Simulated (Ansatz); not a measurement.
# MgS (Niningerite) under changes of volume

One of the cells (17.609 Å³/atom); the others are scaled copies at fixed shape and fractional positions:

```xyz
2
Lattice="0.0000 2.6016 2.6016 2.6016 0.0000 2.6016 2.6016 2.6016 0.0000" Properties=species:S:1:pos:R:3 pbc="T T T"
S     2.6016    2.6016    2.6016
Mg    0.0000    0.0000    0.0000
```

- Program: Ansatz 0.2.0
- Functional: LDA
- Potentials or basis: Ansatz PAW
- Cutoff: 420 eV (not typed: the program's choice for these potentials)
- k mesh: 9 × 9 × 9
- Occupations: fermi-dirac, width 0.05 eV
- Spin: no spin polarisation

```tsv
volume (Å³/atom)	energy over the lowest point (meV/atom)	pressure (GPa)	gap on the mesh (eV)
16.553	1.55	1.6	2.82
16.905	0.00	-0.2	2.78
17.257	2.23	-1.8	2.73
17.609	7.86	-3.3	2.69
17.962	16.54	-4.6	2.65
18.314	27.98	-5.8	2.61
18.666	?	?	?
```

Task: What does the run at 18.666 Å³/atom give?

Result: Energy over the lowest point 41.89 meV/atom; pressure -6.9 GPa; gap on the mesh 2.57 eV.

Worked out: A Birch-Murnaghan fit of order 3 (a polynomial in V^(-2/3)) to the other rows has its minimum at 16.87 Å³/atom with B0 = V·E''(V) = 83 GPa and B' = 4.1. It gives 41.88 meV/atom at 18.666 Å³/atom, against the run's 41.89, and -dE/dV = -6.9 GPa, against -6.9. A straight line through the other rows of the gap, of slope -2.09 eV per unit of ln V, extrapolates to 2.57 eV, against the run's 2.57.

Energies are extrapolated to zero smearing.

Caveats: odd divisions of the mesh miss points on the zone boundary, where band edges often lie, so the gap on the mesh can be too wide; the PAW data sets come from PBE, with cores solved anew for the run's functional, which leaves a small shift of forces and pressure.

A mesh can miss the band edges.
